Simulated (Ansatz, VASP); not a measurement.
Given: the input of a run of VASP 6.6.1 on Ta.

The input INCAR:

```
SYSTEM = Ta
PREC = Accurate
ENCUT = 520
EDIFF = 1E-6
ISMEAR = -1
SIGMA = 0.05
LREAL = .False.
LASPH = .True.
NELM = 60
ALGO = Fast
ISIF = 2
LWAVE = .False.
LCHARG = .True.
GGA = CA
LELF = .True.
LVHAR = .True.
NBANDS = 12
```

The input KPOINTS:

```
Automatic mesh
0
Gamma
  11 11 11
  0 0 0
```

File POSCAR:

```
Ta
1.0
   -1.6289626696      1.6289626696      1.6289626696
    1.6289626696     -1.6289626696      1.6289626696
    1.6289626696      1.6289626696     -1.6289626696
Ta
1
Direct
    0.0000000000      0.0000000000      0.0000000000
```

Potentials or basis: VASP PAW LDA potentials, release 64 (Ta_pv).

Command:

```console
$ cat potpaw_LDA.64/Ta_pv/POTCAR > POTCAR
$ mpirun -np 1 vasp_std > vasp.out
```

Task: Set up the same calculation for Ansatz 0.2.0. Potentials there: all-electron LAPW, scalar-relativistic.

Result: As run (the cutoff follows the program's own potentials):

input.yaml

```yaml
crystal:
  lattice:
    - [-1.6289626696, 1.6289626696, 1.6289626696]
    - [1.6289626696, -1.6289626696, 1.6289626696]
    - [1.6289626696, 1.6289626696, -1.6289626696]
  atoms:
    - { symbol: Ta, position: [0.0, 0.0, 0.0] }
kpoints:
  mp_grid: { grid: [11, 11, 11] }
scf:
  occupations: { method: fermi_dirac, width: 0.05 }
hamiltonian:
  xc: lda
  pseudopotentials: { kind: all_electron, lapw: { basis_error: 0.001 } }
output:
  forces: true
  stress: true
  eigenvalues: true
```

Potentials or basis: all-electron LAPW, scalar-relativistic.

Launch:

```sh
$ ansatz run input.yaml --threads 1 --pin off --max-ram 3072MiB --backend cpu --events-out ev --progress --plain --runs-dir out
```

Both were run:

|  | VASP | Ansatz | Ansatz less VASP |
| --- | --- | --- | --- |
| gap on the k mesh at the Fermi level (eV) | none | none | - |
| pressure (GPa) | -0.1 | -1.2 | -1.12 |

A gap of «none» marks a metal or a gap that the smearing closes. Ansatz ran all-electron here, so the differences hold the error of VASP's frozen core and of both bases.

Spin-orbit coupling is left out, which matters for the levels of Ta.
